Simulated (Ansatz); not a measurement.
Fe3Ge:

```
Ge Fe
1.0
     0.00000    2.87559    2.87559
     2.87559    0.00000    2.87559
     2.87559    2.87559    0.00000
Ge Fe
1 3
Direct
  0.00000 0.00000 0.00000
  0.75000 0.75000 0.75000
  0.25000 0.25000 0.25000
  0.50000 0.50000 0.50000
```

The cell comes from a database or a generator and needn't be the stable form of this composition.

Base run:

```yaml
Program: Ansatz 0.2.0
Functional: PBEsol
Potentials_or_basis: Ansatz PAW
Cutoff: "420 eV (not typed: the program's choice for these potentials)"
k_mesh: 8 × 8 × 8
Occupations: fermi-dirac, width 0.05 eV
Spin: no spin polarisation
```

Its results: band gap on the k mesh none (metal or under the smearing width); pressure -20.6 GPa.

Question: The run is repeated on the same cell with these changes: spin from no spin polarisation to collinear spin, antiferromagnetic start. What comes out?

Answer: Band gap on the k mesh none (metal or under the smearing width); pressure -11.0 GPa; net moment 5.65 μB per cell; site moments Ge -0.05; Fe +1.61, +2.56 μB.

Caveats: the PAW data sets come from PBE, with cores solved anew for the run's functional, which leaves a small shift of forces and pressure; the starting moments weren't kept (some runs).
